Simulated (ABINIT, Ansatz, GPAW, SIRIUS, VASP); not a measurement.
## One calculation of PbO2, 6 ways

```xyz
6
Lattice="4.9950 0.0000 0.0000 0.0000 4.9950 0.0000 0.0000 0.0000 3.4090" Properties=species:S:1:pos:R:3 pbc="T T T"
Pb    2.4975    2.4975    1.7045
Pb    0.0000    0.0000    0.0000
O     3.4594    3.4594    0.0000
O     4.0331    0.9619    1.7045
O     0.9619    4.0331    1.7045
O     1.5356    1.5356    0.0000
```

The cell is a database's computed one, not the measured one.

Alike in all runs: task single point; functional PBEsol; k mesh 6 × 6 × 8; occupations fermi-dirac, width 0.05 eV; no spin polarisation; no spin-orbit coupling. Pressure is positive in compression and, in plane waves, holds the error of the finite cutoff, which Ansatz's Pulay term estimates and takes out.

```csv
program and potentials,plane-wave cutoff (eV),notes,band gap (eV),pressure (GPa)
"Ansatz, Ansatz PAW",420,"potentials made for PBE, which Ansatz adapts in part; Pulay term of +0.62 GPa included",0.07,0.23
"VASP, PBE PAW files O, Pb_d, 520 eV",520,potentials made for PBE,0.07,0.49
"GPAW, PAW data sets generated for this functional",800,-,0.09,-1.21
"SIRIUS, PseudoDojo 0.4.1 PBEsol standard (scalar relativistic)",1152,-,0.06,1.29
"ABINIT, JTH PAW PBE v2.0",626,potentials made for PBE,0.07,1.17
"Ansatz, all-electron LAPW, scalar-relativistic",-,-,0.07,0.25
```

The band gap spans 0.06 (SIRIUS, PseudoDojo 0.4.1 PBEsol standard (scalar relativistic)) to 0.09 eV (GPAW, PAW data sets generated for this functional), with all-electron results at 0.07. The pressure spans -1.21 (GPAW, PAW data sets generated for this functional) to 1.29 GPa (SIRIUS, PseudoDojo 0.4.1 PBEsol standard (scalar relativistic)), with all-electron results at 0.25. Spin-orbit coupling, left out here, moves the band edges of heavy atoms. The gap is indirect and read on the mesh alone, so bands may meet between its points.

Differences between rows come from potentials, basis sets and numerical settings, since the functional is the same but for its coding. Runs on potential files found faulty are left out.

All six calculations put PbO2 at the edge of gap closure, and the close agreement with the all-electron value suggests that the near-closure comes from the functional and the fixed cell rather than from the potentials. Chemically, the small gap reflects the deep Pb 6s level, which relativistic contraction stabilises. The empty, dispersive conduction band of Pb 6s–O 2p antibonding character therefore falls close to the filled O 2p states, whereas the higher Sn 5s level leaves SnO2 with a wide gap. The intrinsic gap of PbO2 is generally held to be larger than found here, as expected from a semilocal functional's usual underestimate.

Pressure separates the runs more clearly. The all-electron value of 0.25 GPa places the cell near PBEsol equilibrium, but GPAW and SIRIUS deviate in opposite directions, so potentials made for the functional don't by themselves secure an accurate stress. The familiar metallic conductivity of PbO2, usually attributed to donor defects, isn't tested by this ideal stoichiometric cell.
